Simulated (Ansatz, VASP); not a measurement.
# One calculation of C, two programs

```
C
1.0
     2.46498    0.00000    0.00000
    -1.23249    2.13474    0.00000
     0.00000    0.00000   13.47687
C
8
Direct
  0.00000 0.00000 0.00125
  0.00000 0.00000 0.50125
  0.00000 0.00000 0.25125
  0.00000 0.00000 0.75125
  0.33333 0.66667 0.00125
  0.33333 0.66667 0.50125
  0.66667 0.33333 0.25125
  0.66667 0.33333 0.75125
```

Alike in both runs: task single point; functional PBE; dispersion D3(BJ); k mesh 18 × 18 × 4; occupations gaussian, width 0.15 eV; no spin polarisation.

```csv
,VASP,Ansatz
version,VASP 6.6.1,Ansatz 0.2.0
potentials or method,"VASP PAW PBE potentials, release 64 (C)","scalar-relativistic, plane waves, PAW"
plane-wave cutoff (eV),520,420
valence electrons in the cell,32,32
```

|  | VASP | Ansatz | Ansatz less VASP |
| --- | --- | --- | --- |
| gap on the k mesh at the Fermi level (eV) | none | none | - |
| pressure (GPa) | 0.4 | 0.0 | -0.45 |
| largest component of the traceless stress (GPa) | 0.52 | 0.00 | -0.522 |

A gap of «none» marks a metal or a gap that the smearing closes.
